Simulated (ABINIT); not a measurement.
WS2 (Tungstenite):

```
W S
1.0
     3.18000    0.00000    0.00000
    -1.59000    2.75396    0.00000
     0.00000    0.00000   12.50000
W S
2 4
Direct
  0.66667 0.33333 0.75000
  0.33333 0.66667 0.25000
  0.66667 0.33333 0.37500
  0.33333 0.66667 0.87500
  0.66667 0.33333 0.12500
  0.33333 0.66667 0.62500
```

Base run:

- Program: ABINIT 10.8.3 (patched build)
- Functional: LDA
- Potentials or basis: JTH PAW LDA v2.0
- Cutoff: 544 eV
- k mesh: 8 × 8 × 2
- Occupations: fermi-dirac, width 0.05 eV
- Spin: no spin polarisation

Its results: band gap on the k mesh 1.11 eV, indirect (least direct gap 2.16 eV); pressure -5.8 GPa; largest force 0.360 eV/Å.

Q: The run is repeated on the same cell with these changes: k mesh from 8 × 8 × 2 to 6 × 6 × 2. What comes out?

A: Band gap on the k mesh 0.97 eV, indirect (least direct gap 1.72 eV); pressure -5.7 GPa; largest force 0.355 eV/Å.

Caveats: spin-orbit coupling is left out, which moves the levels of the heavy elements.

A k mesh can miss the band edges.

Not every run made on this cell is shown here.
